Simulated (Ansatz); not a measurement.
AlNi, 2 atoms in the cell. Symmetry: Pm-3m, No. 221, cubic system. The conventional cell has a = 2.881 Å, b = 2.881 Å, c = 2.881 Å, α = 90.00°, β = 90.00°, γ = 90.00°. Ni (site symmetry m-3m) is surrounded by 8 Al at 2.50 Å. Al (site symmetry m-3m) is surrounded by 8 Ni at 2.50 Å. 

* Program: Ansatz 0.2.0
* Task: single point
* Functional: PBE
* Potentials or basis: all-electron LAPW, scalar-relativistic
* Cutoff: 255 eV (chosen from the basis error)
* Basis error allowed: 0.001 eV/atom
* k mesh: 9 × 9 × 9
* Occupations: gaussian, width 0.019 eV
* Spin: collinear spin, ferromagnetic start
* Starting moments: [1.0, 0.0] μB

Potentials or basis: all-electron LAPW, scalar-relativistic.

Launch:

```console
$ ansatz run input.yaml --threads 2 --pin off --max-ram 6144MiB --backend cpu --events-out ev --progress --plain --runs-dir out
```

Hardware: 2 threads of Arm Neoverse V2, with other jobs on the host.

Q: How long does it take, and how much memory?

A: It took 7.3 s on 2 threads of Arm Neoverse V2 (shared host), peak memory 0.38 GiB. Counts: scf iterations 11, plane waves 251, k points 35, bands 19.
